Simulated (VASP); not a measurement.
Set up this calculation in VASP 6.6.1, as the native input.

```
Task                               : single point
Functional                         : r2SCAN50
Potentials or basis                : VASP PAW PBE potentials, release 64 (Sb, Ga_d)
Cutoff                             : 520 eV
k mesh                             : 4 × 4 × 4
Occupations                        : fermi-dirac, width 0.05 eV
Spin                               : no spin polarisation
Dipole correction                  : no
Exchange at q = 0                  : truncated
Grid for exact exchange (PRECFOCK) : Normal
Further INCAR settings             : ALGO = Normal; EDIFF = 1e-06; NBANDS = 16
```

GaSb:

```
Sb Ga
1.0
     0.00000    3.01766    3.01766
     3.01766    0.00000    3.01766
     3.01766    3.01766    0.00000
Sb Ga
1 1
Direct
  0.75000 0.75000 0.75000
  0.00000 0.00000 0.00000
```

These files were run (other wordings do the same):

POSCAR

```
GaSb
1.0
    0.0000000000      3.0176570942      3.0176570942
    3.0176570942      0.0000000000      3.0176570942
    3.0176570942      3.0176570942      0.0000000000
Sb Ga
1 1
Direct
    0.7500000000      0.7500000000      0.7500000000
    0.0000000000      0.0000000000      0.0000000000
```

INCAR.step1

```
PREC = Accurate
ENCUT = 520
EDIFF = 1E-5
ISMEAR = -1
SIGMA = 0.05
LREAL = False
LASPH = True
NELM = 100
ALGO = Normal
ISIF = 2
LWAVE = True
GGA = PE
NBANDS = 16
```

INCAR.step2

```
PREC = Accurate
ENCUT = 520
EDIFF = 1E-6
ISMEAR = -1
SIGMA = 0.05
LREAL = False
LASPH = True
NELM = 100
ALGO = Normal
ISIF = 2
LWAVE = False
LCHARG = True
METAGGA = R2SCAN
LHFCALC = True
AEXX = 0.5
LMIXTAU = True
PRECFOCK = Normal
HFRCUT = -1
LELF = True
LVHAR = True
ISTART = 1
NBANDS = 16
```

KPOINTS

```
regular mesh
0
Gamma
  4 4 4
```

Potentials or basis: VASP PAW PBE potentials, release 64 (Sb, Ga_d).

Launch:

```console
$ cat potpaw_PBE.64/Sb/POTCAR potpaw_PBE.64/Ga_d/POTCAR > POTCAR
$ cp INCAR.step1 INCAR
$ mpirun -np 1 vasp_std > vasp.out
$ cp INCAR.step2 INCAR
$ mpirun -np 1 vasp_std > vasp.out
```

It gave:

| Quantity | Value |
| --- | --- |
| Pressure | -1.4 GPa |
| Band gap on the k mesh | 3.52 eV, indirect (least direct gap 3.80 eV) |

Caveat: the k mesh is coarse (spacing up to 0.45 Å⁻¹), so the values aren't converged, least of all with exact exchange; the PAW data sets were made with another functional, which shifts forces and pressure a little; spin-orbit coupling is left out, which moves the levels of the heavy elements.

It took 6.4 min on 1 thread of Intel(R) Xeon(R) Platinum 8488C (Sapphire Rapids), on a shared host, peak memory 0.2 GiB.
